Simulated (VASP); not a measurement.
# Pd (P-1) in VASP: convergence with ENAUG

Aim: find how far ENAUG must go before the results for Pd settle, at PBE. This setting moves, with any that are tied to it; all else stays.

Everything below comes from runs of VASP 6.6.1. Logs are shortened: lines on timing, memory, paths and dates and some standing lists are left out, and cuts for length are marked.

## Step 1: The cell of the first run

The typed cell holds 2 atoms: a = 2.784 Å, b = 2.784 Å, c = 4.629 Å, α = 90.00°, β = 90.00°, γ = 120.00°.

This isn't the form of Pd at room conditions, which is fcc.

The cell isn't the ideal one: atoms moved at random, drawn with an rms of 0.02 Å.

## Step 2: With ENAUG 300

File INCAR:

```
  PREC = Medium
  ENCUT = 520
  EDIFF = 1E-6
  ISMEAR = 1
  SIGMA = 0.1
  LREAL = F
  LASPH = T
  NELM = 60
  ALGO = Normal
  ISIF = 2
  LWAVE = F
  LCHARG = F
  GGA = PE
  ENAUG = 300
```

File KPOINTS:

```
regular mesh
0
Gamma
  8 8 5
```

File POSCAR:

```
Pd
1.0
    2.7836650458      0.0000000000      0.0000000000
   -1.3918325229      2.4107246453      0.0000000000
    0.0000000000      0.0000000000      4.6288930000
Pd
2
Direct
    0.3277900000      0.6687980000      0.2494050000
    0.6585270000      0.3257070000      0.7465870000
```

Potentials or basis: VASP PAW PBE potentials, release 64 (Pd).

Launch:

```bash
$ cat potpaw_PBE.64/Pd/POTCAR > POTCAR
$ mpirun -np 1 vasp_std > vasp.out
```

It took 12 s on 1 thread of AMD EPYC 9R45 (Zen 5), shared host; peak memory 0.13 GiB.

What came out:

| Property | Result |
| --- | --- |
| Free energy | -10.3580 eV |
| Pressure | -1.6 GPa |
| Largest force | 0.113 eV/Å |
| Band gap on the k mesh | none (metal or under the smearing width) |

## Step 3: With ENAUG 400

Edit INCAR of step 2 so:

```diff
@@ -13,2 +13,2 @@
   GGA = PE
-  ENAUG = 300
+  ENAUG = 400
```

KPOINTS is that of step 2.

POSCAR is that of step 2.

Potentials or basis: VASP PAW PBE potentials, release 64 (Pd).

Launch:

```bash
$ cat potpaw_PBE.64/Pd/POTCAR > POTCAR
$ mpirun -np 1 vasp_std > vasp.out
```

It took 12 s on 1 thread of AMD EPYC 9R45 (Zen 5), shared host; peak memory 0.13 GiB.

Results:

- Free energy: -10.3577 eV
- Pressure: -1.6 GPa
- Largest force: 0.113 eV/Å
- Band gap on the k mesh: none (metal or under the smearing width)

## Step 4: With ENAUG 500

Edit INCAR of step 3 so:

```diff
@@ -13,2 +13,2 @@
   GGA = PE
-  ENAUG = 400
+  ENAUG = 500
```

KPOINTS is that of step 3.

POSCAR is that of step 3.

Launch:

```bash
$ cat potpaw_PBE.64/Pd/POTCAR > POTCAR
$ mpirun -np 1 vasp_std > vasp.out
```

Wall time 12 s (1 thread of AMD EPYC 9R45 (Zen 5), shared host); peak memory 0.13 GiB.

What came out:

```
Free energy            : -10.3573 eV
Pressure               : -1.6 GPa
Largest force          : 0.113 eV/Å
Band gap on the k mesh : none (metal or under the smearing width)
```

## Step 5: With ENAUG 700

Edit INCAR of step 4 so:

```diff
@@ -13,2 +13,2 @@
   GGA = PE
-  ENAUG = 500
+  ENAUG = 700
```

KPOINTS is that of step 4.

POSCAR is that of step 4.

Launch:

```bash
$ cat potpaw_PBE.64/Pd/POTCAR > POTCAR
$ mpirun -np 1 vasp_std > vasp.out
```

Wall time 13 s (1 thread of AMD EPYC 9R45 (Zen 5), shared host); peak memory 0.13 GiB.

Results:

- Free energy: -10.3572 eV
- Pressure: -1.6 GPa
- Largest force: 0.113 eV/Å
- Band gap on the k mesh: none (metal or under the smearing width)

## Step 6: With ENAUG 900

Edit INCAR of step 5 so:

```diff
@@ -13,2 +13,2 @@
   GGA = PE
-  ENAUG = 700
+  ENAUG = 900
```

KPOINTS is that of step 5.

POSCAR is that of step 5.

Potentials or basis: VASP PAW PBE potentials, release 64 (Pd).

Launch:

```bash
$ cat potpaw_PBE.64/Pd/POTCAR > POTCAR
$ mpirun -np 1 vasp_std > vasp.out
```

Run time: 12 s. Hardware: 1 thread of AMD EPYC 9R45 (Zen 5), shared host; peak memory 0.13 GiB.

What came out:

```yaml
Free_energy: -10.3572 eV
Pressure: -1.6 GPa
Largest_force: 0.113 eV/Å
Band_gap_on_the_k_mesh: none (metal or under the smearing width)
```

## Step 7: With ENAUG 1200

Edit INCAR of step 6 so:

```diff
@@ -13,2 +13,2 @@
   GGA = PE
-  ENAUG = 900
+  ENAUG = 1200
```

KPOINTS is that of step 6.

POSCAR is that of step 6.

Launch:

```bash
$ cat potpaw_PBE.64/Pd/POTCAR > POTCAR
$ mpirun -np 1 vasp_std > vasp.out
```

Wall time 13 s (1 thread of AMD EPYC 9R45 (Zen 5), shared host); peak memory 0.14 GiB.

Results:

```
Free energy            : -10.3572 eV
Pressure               : -1.6 GPa
Largest force          : 0.113 eV/Å
Band gap on the k mesh : none (metal or under the smearing width)
```

## Step 8: With ENAUG 1600

Edit INCAR of step 7 so:

```diff
@@ -13,2 +13,2 @@
   GGA = PE
-  ENAUG = 1200
+  ENAUG = 1600
```

KPOINTS is that of step 7.

POSCAR is that of step 7.

Potentials or basis: VASP PAW PBE potentials, release 64 (Pd).

Launch:

```bash
$ cat potpaw_PBE.64/Pd/POTCAR > POTCAR
$ mpirun -np 1 vasp_std > vasp.out
```

OUTCAR:

```text
PREC = Medium
   ENCUT = 520
   EDIFF = 1E-6
   ISMEAR = 1
   LREAL = F
   LASPH = T
   NELM = 60
   ISIF = 2
   GGA = PE

 ion  position               nearest neighbor table
   1  0.328  0.669  0.249-   2 2.79   2 2.81   2 2.82   2 2.82   2 2.83   2 2.84
   2  0.659  0.326  0.747-   1 2.79   1 2.81   1 2.82   1 2.82   1 2.83   1 2.84

  LATTYP: Found a hexagonal cell.
 ALAT       =     2.7836650458
 C/A-ratio  =     1.6628771507

  Lattice vectors:

 A1 = (   2.7836650458,   0.0000000000,   0.0000000000)
 A2 = (  -1.3918325229,   2.4107246453,   0.0000000000)
 A3 = (   0.0000000000,   0.0000000000,   4.6288930000)

Analysis of symmetry for initial positions (statically):
=====================================================================
 Subroutine PRICEL returns:
 Original cell was already a primitive cell.

 Routine SETGRP: Setting up the symmetry group for a
 hexagonal supercell.

 Subroutine GETGRP returns: Found  2 space group operations
 (whereof  1 operations were pure point group operations)
 out of a pool of 24 trial point group operations.

The static configuration has the point symmetry C_1 .
 The point group associated with its full space group is S_2 .

Analysis of symmetry for dynamics (positions and initial velocities):
=====================================================================
 Subroutine PRICEL returns:
 Original cell was already a primitive cell.

 Routine SETGRP: Setting up the symmetry group for a
 hexagonal supercell.

 Subroutine GETGRP returns: Found  2 space group operations
 (whereof  1 operations were pure point group operations)
 out of a pool of 24 trial point group operations.

The dynamic configuration has the point symmetry C_1 .
 The point group associated with its full space group is S_2 .

 Subroutine INISYM returns: Found  2 space group operations
 (whereof  1 operations are pure point group operations),
 and found     1 'primitive' translations

----------------------------------------------------------------------------------------

                                     Primitive cell

  volume of cell :      31.0629

  direct lattice vectors                    reciprocal lattice vectors
     2.783665046  0.000000000  0.000000000     0.359238624  0.207406516  0.000000000
    -1.391832523  2.410724645  0.000000000     0.000000000  0.414813032  0.000000000
     0.000000000  0.000000000  4.628893000     0.000000000  0.000000000  0.216034374

  length of vectors
     2.783665046  2.783665046  4.628893000     0.414813032  0.414813032  0.216034374

  position of ions in fractional coordinates (direct lattice)
     0.327790000  0.668798000  0.249405000
     0.658527000  0.325707000  0.746587000

  ion indices of the primitive-cell ions
   primitive index   ion index
                 1           1
                 2           2

----------------------------------------------------------------------------------------

 KPOINTS: regular mesh

Automatic generation of k-mesh.
 Grid dimensions read from file:
 generate k-points for:    8    8    5

 Generating k-lattice:

  Cartesian coordinates                     Fractional coordinates (reciprocal lattice)
     0.044904828  0.025925815  0.000000000     0.125000000  0.000000000  0.000000000
     0.000000000  0.051851629  0.000000000     0.000000000  0.125000000  0.000000000
     0.000000000  0.000000000  0.043206875     0.000000000  0.000000000  0.200000000

  Length of vectors
     0.051851629  0.051851629  0.043206875

  Shift w.r.t. Gamma in fractional coordinates (k-lattice)
     0.000000000  0.000000000  0.000000000

 Subroutine IBZKPT returns following result:
 ===========================================

 Found    162 irreducible k-points:

 Following reciprocal coordinates:
            Coordinates               Weight
  0.000000  0.000000  0.000000      1.000000
  0.125000  0.000000  0.000000      2.000000
  0.000000  0.125000  0.000000      2.000000
 -0.125000  0.125000  0.000000      2.000000
  0.250000  0.000000  0.000000      2.000000
  0.000000  0.250000  0.000000      2.000000
[... 16 lines left out ...]
  0.375000  0.125000  0.000000      2.000000
 -0.125000  0.500000  0.000000      2.000000
 [... further k-points ...]
   k-points           NKPTS =    162   k-points in BZ     NKDIM =    162   number of bands    NBANDS=     14
   number of dos      NEDOS =    301   number of ions     NIONS =      2
   total plane-waves  NPLWV =   7168
   dimension x,y,z NGX =    16 NGY =   16 NGZ =   28
   dimension x,y,z NGXF=    36 NGYF=   36 NGZF=   60
   ions per type =               2
   NGX,Y,Z   is equivalent  to a cutoff of   9.56,  9.56, 10.06 a.u.
   NGXF,Y,Z  is equivalent  to a cutoff of  21.50, 21.50, 21.55 a.u.
 SYSTEM =  unknown system
   PREC   = medium    normal or accurate (medium, high low for compatibility)
   ISTART =      0    job   : 0-new  1-cont  2-samecut
   ICHARG =      2    charge: 1-file 2-atom 10-const
   ISPIN  =      1    spin polarized calculation?
   LNONCOLLINEAR =      F non collinear calculations
   LSORBIT =      F    spin-orbit coupling
   LASPH  =      T    aspherical Exc in radial PAW
   ENCUT  =  520.0 eV  38.22 Ry    6.18 a.u.   5.18  5.18  8.61*2*pi/ulx,y,z
   NELM   =     60;   NELMIN=  2; NELMDL= -5     # of ELM steps
   EDIFF  = 0.1E-05   stopping-criterion for ELM
   LREAL  =      F    real-space projection
   EDIFFG = 0.1E-04   stopping-criterion for IOM
   NSW    =      0    number of steps for IOM
   IBRION =     -1    ionic relax: 0-MD 1-quasi-New 2-CG
   NFREE  =      0    steps in history (QN), initial steepest desc. (CG)
   ISIF   =      2    stress and relaxation
   ISYM   =      2    0-nonsym 1-usesym 2-fastsym
   POTIM  = 0.5000    time-step for ionic-motion
   TEBEG  =    0.0;   TEEND  =   0.0 temperature during run
   PSTRESS=    0.0 pullay stress
   NELECT =      20.0000    total number of electrons
   NUPDOWN=      -1.0000    fix difference up-down
   EMIN   =  10.00;   EMAX   =-10.00  energy-range for DOS
   EFERMI =   0.00;   METHOD = LEGACY
   ISMEAR =     1;   SIGMA  =   0.10  broadening in eV -4-tet -1-fermi 0-gaus
   EFERMI_NEDOS =   21; number of points for ismear=-14 and -15
   IALGO  =     38    algorithm
   IMIX   =      4    mixing-type and parameters
     AMIX     =   0.40;   BMIX     =  1.00
     AMIX_MAG =   1.60;   BMIX_MAG =  1.00
  volume/ion in A,a.u.               =      15.53       104.81
  Fermi-wavevector in a.u.,A,eV,Ry     =   1.413636  2.671385 27.189429  1.998367
  Thomas-Fermi vector in A             =   2.535261
   LORBIT       =      0    0 simple, 1 ext, 2 COOP (PROOUT), +10 PAW based schemes
   GGA     = PE    functional components
   LHFCALC =     F    Hartree Fock is set to
   AEXX    =    0.0000 exact exchange contribution
   IVDW    =     0    specifies the selected vdW correction
   LEPSILON=     F    determine dielectric tensor
   LRPA    =     F    only Hartree local field effects (RPA)
 non-spin polarized calculation
 Methfessel and Paxton  Order N= 1 SIGMA  =   0.10
  energy-cutoff  :      520.00
  volume of cell :       31.06
 maximum number of plane-waves:       854
   NGX = 11   NGY = 11   NGZ = 17

 number of electron      19.9999997 magnetization

 Free energy of the ion-electron system (eV)
  ---------------------------------------------------
  ext. energy  EPLUGINS =         0.00000000
  ---------------------------------------------------
  free energy    TOTEN  =       -10.35721381 eV

  energy without entropy =      -10.35838030  energy(sigma->0) =      -10.35760264

 E-fermi :   8.9822     XC(G=0): -12.8598

 val. band max:        8.9789368387   @ k =   0.5000   0.0000   0.4000
 cond. band min:       8.9823669615   @ k =   0.0000   0.5000   0.0000
 fundamental gap:      0.0034301228
 Fermi energy:         8.9821621865

 k-point     1 :       0.0000    0.0000    0.0000
  band No.  band energies     occupation
      1       2.1892      2.00000
      2       4.0279      2.00000
      3       6.2523      2.00000
      4       6.4058      2.00000
      5       6.4228      2.00000
      6       6.7303      2.00000
      7       6.7523      2.00000
      8       7.3719      2.00000
      9       7.4519      2.00000
     10       8.7029      2.00057
     11       8.7782      2.01403
     12       9.9301     -0.00000
     13      15.6026      0.00000
     14      25.9991      0.00000
[... 375 lines left out ...]
 k-point    24 :      -0.1250    0.5000    0.0000
  band No.  band energies     occupation
      1       4.4818      2.00000
      2       4.7574      2.00000
      3       4.8270      2.00000
      4       6.3284      2.00000
      5       6.6371      2.00000
      6       6.6882      2.00000
      7       6.9469      2.00000
      8       8.5628      2.00000
      9       8.8531      2.06969
     10       8.9167      1.88628
     11      11.2103      0.00000
     12      14.8298      0.00000
     13      18.2708      0.00000
     14      18.7156      0.00000

 [... further k-points ...]
[... 5 lines left out ...]
  --------------------------------------------------------------------------------------
  -------------------------------------------------------------------------------------
  Total       -0.5118157     -0.4146968     -0.0238365      0.0118611      0.0031274     -0.0007284
  in kB      -26.3986972    -21.3894451     -1.2294496      0.6117756      0.1613071     -0.0375723
  external PRESSURE =     -16.3391973 kB  Pullay stress =       0.0000000 kB

 VOLUME and BASIS-vectors are now :
 -----------------------------------------------------------------------------
  energy-cutoff  :      520.00
  volume of cell :       31.06
      direct lattice vectors                 reciprocal lattice vectors
     2.783665046  0.000000000  0.000000000     0.359238624  0.207406516  0.000000000
    -1.391832523  2.410724645  0.000000000     0.000000000  0.414813032  0.000000000
     0.000000000  0.000000000  4.628893000     0.000000000  0.000000000  0.216034374

 POSITION                                       TOTAL-FORCE (eV/Angst)
 -----------------------------------------------------------------------------------
     -0.01840      1.61229      1.15447         0.004349     -0.022210     -0.111054
      1.37979      0.78519      3.45587        -0.004349      0.022210      0.111054
 -----------------------------------------------------------------------------------
    total drift:                                0.000013      0.000008      0.000057

  FREE ENERGIE OF THE ION-ELECTRON SYSTEM (eV)
  ---------------------------------------------------
  free  energy   TOTEN  =       -10.3572138120 eV

  energy  without entropy=      -10.3583802995  energy(sigma->0) =      -10.35760264
```

Run time: 13 s. Hardware: 1 thread of AMD EPYC 9R45 (Zen 5), shared host; peak memory 0.14 GiB.

What came out:

| Property | Result |
| --- | --- |
| Free energy | -10.3572 eV |
| Pressure | -1.6 GPa |
| Largest force | 0.113 eV/Å |
| Band gap on the k mesh | none (metal or under the smearing width) |

## Step 9: Summary

```
ENAUG  energy less the tightest run, at zero smearing (meV/atom)  pressure (GPa)  SCF cycles  CPU time (s)  peak memory (GiB)
  300                                                      -0.40           -1.59          11            12               0.13
  400                                                      -0.26           -1.61          11            12               0.13
  500                                                      -0.02           -1.62          11            12               0.13
  700                                                       0.02           -1.63          11            12               0.13
  900                                                       0.01           -1.63          11            12               0.13
 1200                                                       0.00           -1.63          11            12               0.14
 1600                                                       0.00           -1.63          11            12               0.14
```

Against the tightest run, the energy stays within 1 meV/atom from 300 on; the pressure stays within 0.1 GPa from 300 on. The tightest run that finished is the yardstick and may itself not be fully converged.
